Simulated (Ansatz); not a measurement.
Runs of Ansatz 0.2.0 on MoS2. It takes space group R3m (No. 160, trigonal). The conventional cell has a = 3.160 Å, b = 3.160 Å, c = 18.450 Å, α = 90.00°, β = 90.00°, γ = 120.00°. Mo (site symmetry 3m) is surrounded by 6 S at 2.39 Å. S (site symmetry 3m) has 3 Mo at 2.39 Å as nearest neighbours. S (site symmetry 3m) is surrounded by 3 Mo at 2.39 Å. Measurements of this composition are mostly on another form, of space group No. 194.

```csv
task,level,cell,smearing,gap on the mesh (eV),pressure (GPa),relaxed volume (Å³/atom),largest force (eV/Å)
relaxation of cell and atoms,revPBE+D3(BJ),relaxed,fermi-dirac 0.05 eV,0.59,0.0,16.42,0.01
relaxation of cell and atoms,BLYP+D3(BJ),relaxed,fermi-dirac 0.05 eV,0.66,0.0,17.13,-
single point,PBE,as given,gaussian 0.03 eV,(b),5.4,-,0.52
relaxation of cell and atoms,BLYP+D4,relaxed,fermi-dirac 0.05 eV,0.74,0.0,(a),-
relaxation of cell and atoms,revPBE+D4,relaxed,fermi-dirac 0.05 eV,0.66,0.0,16.65,-
```

Alike in all rows: potentials or basis Ansatz PAW; no spin polarisation; k mesh 10 × 10 × 10; cutoff (eV) 420.

Question: Estimate the missing entries.

Answer: (a) 17.55; (b) 0.95.

Caveats: the plane-wave basis is chosen anew once the cell has moved, so the energies of steps on either side of that aren't comparable (some runs); the PAW data sets come from PBE, with cores solved anew for the run's functional, which leaves a small shift of forces and pressure (some runs).

A k mesh can miss the band edges, and the runs leave out spin-orbit coupling on Mo.
